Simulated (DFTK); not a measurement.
## SiC in DFTK: convergence with n bands

SiC:

```
CELL_PARAMETERS angstrom
3.07569 0.00000 0.00000
-1.53785 2.66363 0.00000
0.00000 0.00000 10.07065
ATOMIC_POSITIONS crystal
Si 0.02420 0.04958 0.20404
Si 0.00404 0.01428 0.68672
Si 0.32366 0.66344 0.43248
Si 0.65824 0.34182 0.92873
C 0.00765 0.99797 0.99079
C 0.03398 0.98198 0.51177
C 0.31184 0.65800 0.25063
C 0.64970 0.33930 0.72796
```

The cell comes from a database or a generator and needn't be the stable form of this composition.

The cell isn't the ideal one: atoms moved at random.

```yaml
Program: DFTK 0.8.2
Task: convergence study
Functional: PBE
Potentials_or_basis: dojo.nc.sr.pbe.v0_4_1.standard.upf (PBE)
Cutoff: 1116 eV
k_mesh: 4 × 4 × 1
Occupations: methfessel-paxton order 1, width 0.1 eV
Spin: no spin polarisation
```

These are the settings of the first run; the series varies n bands, with any setting tied to it.

Hardware: 1 thread of Intel(R) Xeon(R) Platinum 8488C (Sapphire Rapids), on a shared host.

| n bands | energy less the tightest run (meV/atom) | SCF cycles |
| --- | --- | --- |
| 17 | 0.00 | 15 |
| 18 | 0.00 | 15 |
| 20 | 0.00 | 14 |
| 22 | 0.00 | 14 |
| 26 | 0.00 | 14 |
| 32 | 0.00 | 14 |

Against the tightest run, the energy stays within 1 meV/atom from 17 on. The tightest run that finished is the yardstick and may itself not be fully converged.

Caveat, for the tightest run too: the k mesh is coarse (spacing up to 0.62 Å⁻¹), so the values aren't converged; with this smearing the Fermi level of a gapped crystal can stick at a band edge.
